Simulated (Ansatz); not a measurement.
The guess for BeS was made by a generator: 4-connected net, two elements alternating (P4_12_12, No. 92). The dimensions are guesses.

```yaml
crystal:
  lattice:
    - [5.38034, 0.00000, 0.00000]
    - [0.00000, 5.38034, 0.00000]
    - [0.00000, 0.00000, 2.93720]
  atoms:
    - { symbol: Be, position: [0.66924, 0.66924, 0.50000] }
    - { symbol: Be, position: [0.16924, 0.83076, 0.25000] }
    - { symbol: Be, position: [0.33076, 0.33076, 0.00000] }
    - { symbol: Be, position: [0.83076, 0.16924, 0.75000] }
    - { symbol: S, position: [0.83076, 0.83076, 0.00000] }
    - { symbol: S, position: [0.33076, 0.66924, 0.75000] }
    - { symbol: S, position: [0.16924, 0.16924, 0.50000] }
    - { symbol: S, position: [0.66924, 0.33076, 0.25000] }
```

These are results of Ansatz 0.2.0, DFT PBE, scalar-relativistic, plane waves, PAW, not measurements. Cutoff 420 eV, Gaussian smearing, Γ-centred meshes. Cell and atoms relax first on a coarse mesh and then on a converged one. In between, the cell is made exact in the group found at 0.06 Å. The steps can't lower the symmetry of their start. No spin polarisation.

A guess keeps its type if space group and coordination stay and the shape of the cell changes little (axis ratios within about 15 %, angles within 6°); the volume may change.

Question: Does this structure survive the relaxation?

Answer: It keeps its type. The symmetry stays P4_12_12 (No. 92). The volume per atom grows by 37.0 %, from 10.6 to 14.6 Å³. The shortest distance goes from 1.91 Å (Be–S) to 2.11 Å (Be–S). The ratio c/a of the conventional cell changes by a factor of 1.01. Counting neighbours within 15 % of an atom's shortest distance, the start has Be 4, S 4 and the end Be 4, S 4.

The zero of energy is the elements' standard structures at the same level; no fitted shifts are applied.

Question: At what energy does it end?

Answer: −0.741 eV/atom. It lies below the elements, which doesn't yet make it stable against other compounds or structures.

The last run used a 6×6×8 mesh (in the run's order of axes) for its 8-atom cell and Gaussian smearing of 0.02 eV. The reference form of S is held partly by dispersion forces, which this level lacks. Symmetry constrained the relaxation, so the result can be a saddle point.
